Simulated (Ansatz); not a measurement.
**Sn: response to strain**

Sn is deformed so: z strained by +1 % at fixed volume. What stress and forces result, by LAPW, PAW and all-electron datasets made for the crystal?

Computed with Ansatz 0.2.0 (DFT PBE, scalar-relativistic, unless a step's input says otherwise).

1 further run of the same task is left out (it didn't finish).

## 1. The starting structure

Symmetry: I4_1/amd, No. 141, tetragonal system. The conventional cell has a = 5.832 Å, b = 5.832 Å, c = 3.181 Å, α = 90.00°, β = 90.00°, γ = 90.00°. Sn (site symmetry -4m2) has 6 Sn at 3.02 to 3.18 Å as nearest neighbours.

As a file:

```xyz
2
Lattice="-2.9158 2.9158 1.5906 2.9158 -2.9158 1.5906 2.9158 2.9158 -1.5906" Properties=species:S:1:pos:R:3 pbc="T T T"
Sn    0.0000    0.0000    0.0000
Sn    0.0000    2.9158    0.7953
```

Atoms are numbered in the order of the input: Sn1, Sn2.

## 2. The deformed structure

Space group I4_1/amd before, I4_1/amd after.

## 3. LAPW, all electrons

input.yaml reads:

```yaml
crystal:
  lattice:
    - [-2.901379191, 2.901379191, 1.6065565]
    - [2.901379191, -2.901379191, 1.6065565]
    - [2.901379191, 2.901379191, -1.6065565]
  atoms:
    - { symbol: Sn, position: [0.0, 0.0, 0.0] }
    - { symbol: Sn, position: [0.75, 0.25, 0.5] }
kpoints:
  mp_grid: { grid: [15, 15, 10] }
scf:
  occupations: { method: fermi_dirac, width: 0.05 }
hamiltonian:
  xc: pbe
  pseudopotentials: { kind: all_electron, lapw: { basis_error: 0.00025 } }
output:
  forces: true
  stress: true
  eigenvalues: true
```

## 4. Frozen-core PAW

Edit input.yaml of step 3 so:

```diff
@@ -14,3 +14,3 @@
   xc: pbe
-  pseudopotentials: { kind: all_electron, lapw: { basis_error: 0.00025 } }
+  pseudopotentials: { kind: paw }
 output:
@@ -19 +19,2 @@
   eigenvalues: true
+  efg: { contact_densities: true }
```

## 5. All-electron PAW on datasets made for the crystal

Edit input.yaml of step 4 so:

```diff
@@ -14,3 +14,3 @@
   xc: pbe
-  pseudopotentials: { kind: paw }
+  pseudopotentials: { kind: all_electron, datasets: crystal }
 output:
```

(Steps that only read results are left out.)

What does the calculation give? Wanted: pressure; largest shear or deviatoric stress.

**Answer**, as computed:

| quantity | value |
| --- | --- |
| pressure | LAPW 2.70, PAW 2.70, crystal datasets 2.70 GPa |
| largest shear or deviatoric stress (LAPW) | 1.16 GPa |

**Reading.** The largest part of the stress beyond the pressure is 1.16 GPa in size, in the zz component; the atoms are carried along and not relaxed. No run of the undeformed cell stands beside it, so the pressure holds what the given cell had before the change. PAW: stress within 0.01 GPa of LAPW. Crystal datasets: stress within 0.01 GPa of LAPW. The k mesh doesn't keep the crystal's whole symmetry, which leaves small spurious terms.
